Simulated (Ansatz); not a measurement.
What does this script print? It uses the Ansatz DFT code, driven from Python.

The script reads `POSCAR`:
```text
ZnO
1.0
   3.28796716    0.00000000    0.00000000
  -1.64398358    2.84746309    0.00000000
   0.00000000    0.00000000    7.13044135
Zn O
2 2
Direct
   0.00000000    0.00000000    0.75000000
   0.00000000    0.00000000    0.25000000
   0.33333333    0.66666667    0.25000000
   0.66666667    0.33333333    0.75000000
```

Script `run_mass.py`:
```python
"""Effective masses of ZnO by finite differences."""

from dataclasses import dataclass
import warnings

import ansatz as az
from ase.io import read
import numpy as np


@dataclass
class Options:
    xc: str = "pbesol"
    kmesh: tuple[int, ...] = (6, 6, 4)
    occupations: str = "fixed"


settings = Options()

warnings.simplefilter("ignore", az.DeckWarning)

atoms = read("POSCAR", format="vasp")
crystal = az.Crystal.from_ase(atoms)

job = (
    crystal.calculation()
    .functional(settings.xc)
    .kpoints(*settings.kmesh)
    .occupations(settings.occupations)
)
# find the band extrema among the mesh points first
result = job.band_table().run(threads=1, pin="off")
r = result.report
levels = np.array(r["eigenvalues_ev"])
filled = round(r["n_electrons"] / 2)
edges = {"top filled band": (filled - 1, levels[:, filled - 1].argmax()), "lowest empty band": (filled, levels[:, filled].argmin())}
gap = levels[:, filled].min() - levels[:, filled - 1].max()
print(f"gap on the mesh {gap:.3f} eV")
if gap <= 0.05:
    print("no gap: band-edge masses have no meaning here")
    edges = {}
reciprocal = 2 * np.pi * np.linalg.inv(result.lattice.cell_ang).T
step = 0.008  # 1/A

# second differences give the curvature tensor; masses are hbar^2/m_e = 7.61996 eV A^2 over its eigenvalues
pairs = [(0, 1), (0, 2), (1, 2)]
moves = [sign * axis for axis in np.eye(3) for sign in (-1, 1)]
moves += [s1 * np.eye(3)[i] + s2 * np.eye(3)[j] for i, j in pairs for s1 in (1, -1) for s2 in (1, -1)]
for name, (band, index) in edges.items():
    together = int(np.sum(np.abs(levels[index] - levels[index, band]) < 2e-3))
    print(name, "at k =", np.round(r["kpoints_frac"][index], 4), f"E = {levels[index, band]:.4f} eV, degeneracy {together}")
    centre = np.array(r["kpoints_frac"][index]) @ reciprocal
    points = [centre] + [centre + step * move for move in moves]
    table = job.band_structure(points, intervals=1, cartesian=True).run(threads=1, pin="off").band_structure().channels[0].eigenvalues_ev
    if together > 1:
        level = np.flatnonzero(np.abs(levels[index] - levels[index, band]) < 2e-3)
        along = (table[1, level] + table[2, level] - 2 * table[0, level]) / step ** 2
        print("  degenerate level, no single mass tensor; masses of its branches along x:", np.round(7.61996 / along, 3), "m_e")
        continue
    e = table[:, band]
    hessian = np.diag((e[1:7:2] + e[2:7:2] - 2 * e[0]) / step ** 2)
    for (i, j), (pp, pm, mp, mm) in zip(pairs, e[7:].reshape(3, 4)):
        hessian[i, j] = hessian[j, i] = (pp - pm - mp + mm) / (4 * step ** 2)
    curvatures, axes = np.linalg.eigh(hessian)
    slope = (e[2:7:2] - e[1:7:2]) / (2 * step)
    print("  slope (eV A):", np.round(slope, 3) + 0.0, "" if np.abs(slope).max() < 0.05 else "- no extremum here, so these are local curvatures and no band-edge masses")
    for curvature, axis in zip(curvatures, axes.T):
        print(f"  principal mass {7.61996 / curvature:8.3f} m_e along", np.round(axis, 2) + 0.0)
```

```console
$ python run_mass.py
gap on the mesh 0.749 eV
top filled band at k = [0. 0. 0.] E = 3.3947 eV, degeneracy 2
  degenerate level, no single mass tensor; masses of its branches along x: [-0.382 -1.203] m_e
lowest empty band at k = [0. 0. 0.] E = 4.1437 eV, degeneracy 1
  slope (eV A): [0. 0. 0.]
  principal mass    0.465 m_e along [0. 0. 1.]
  principal mass    0.143 m_e along [0.13 0.99 0.  ]
  principal mass    0.143 m_e along [-0.99  0.13  0.  ]
```

Caveats:
- Semilocal gaps usually lie well under measured ones.
- This cell is a computed structure, which may not be the phase found in nature.
- Gaps and levels are Kohn-Sham values on a finite set of k-points.
- The masses are finite-difference curvatures at extrema found on a coarse mesh, which needn't be the true band edges; a step that is long against the gap makes them too heavy. Negative values are curvatures of valence bands (the hole mass is their size). Spin-orbit coupling is left out, and light masses scale with the Kohn-Sham gap.
- The whole script took 5.6 s on 1 thread of Intel(R) Xeon(R) Processor @ 2.30GHz (shared host), peak memory 0.57 GiB.
